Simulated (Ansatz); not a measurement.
Te, 1 atom in the cell. The typed cell holds 1 atom: a = 3.147 Å, b = 3.116 Å, c = 3.188 Å, α = 92.61°, β = 92.59°, γ = 93.18°. This isn't the form of Te at room conditions, which is trigonal, of chains. The cell isn't the ideal one: cell strained at random at fixed volume.

| Item | Value |
| --- | --- |
| Program | Ansatz 0.2.0 |
| Task | single point |
| Functional | PBE |
| Potentials or basis | Ansatz PAW |
| Cutoff | 420 eV (not typed: the program's choice for these potentials) |
| k mesh | 9 × 9 × 9 |
| Occupations | fermi-dirac, width 0.05 eV |
| Spin | no spin polarisation |

Potentials or basis: Ansatz PAW.

Command:

```bash
$ ansatz run input.yaml --threads 1 --pin off --max-ram 2560MiB --backend cpu --events-out ev --progress --plain --runs-dir out
```

Hardware: 1 thread of Arm Neoverse V2 (shared host).

Question: Estimate the wall time of this run.

Answer: Run time: 6.8 s on 1 thread of Arm Neoverse V2, with other jobs on the host, peak memory 0.39 GiB. Counts: scf iterations 6, plane waves 613, k points 365, bands 12.
